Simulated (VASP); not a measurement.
Runs of VASP 6.6.1 on Mg2Ge. The structure is cubic, space group Fm-3m (No. 225). The conventional cell has a = 6.378 Å, b = 6.378 Å, c = 6.378 Å, α = 90.00°, β = 90.00°, γ = 90.00°. Around Mg (site symmetry -43m) lie 4 Ge at 2.76 Å. Around Ge (site symmetry m-3m) lie 8 Mg at 2.76 Å. 

```csv
task,cell,k mesh,cutoff (eV),smearing,gap on the mesh (eV),pressure (GPa)
relaxation of cell and atoms,relaxed,10 × 10 × 10,600,gaussian 0.01 eV,0.16,0.0
single point,"Fm-3m, 22.07 Å³/atom",10 × 10 × 10,520,gaussian 0.03 eV,0.16,-0.2
single point,"Fm-3m, 22.07 Å³/atom",10 × 10 × 10,520,gaussian 0.01 eV,0.16,-0.2
single point,"Fm-3m, 21.62 Å³/atom",6 × 6 × 6,520,gaussian 0.1 eV,0.14,(a)
```

Alike in all rows: level PBE; potentials or basis VASP PAW PBE potentials, release 64 (Mg, Ge_d); no spin polarisation.

Question: Fill in the values left out.

Answer: (a) 0.8.

A k mesh can miss the band edges, and the runs leave out spin-orbit coupling on Ge.
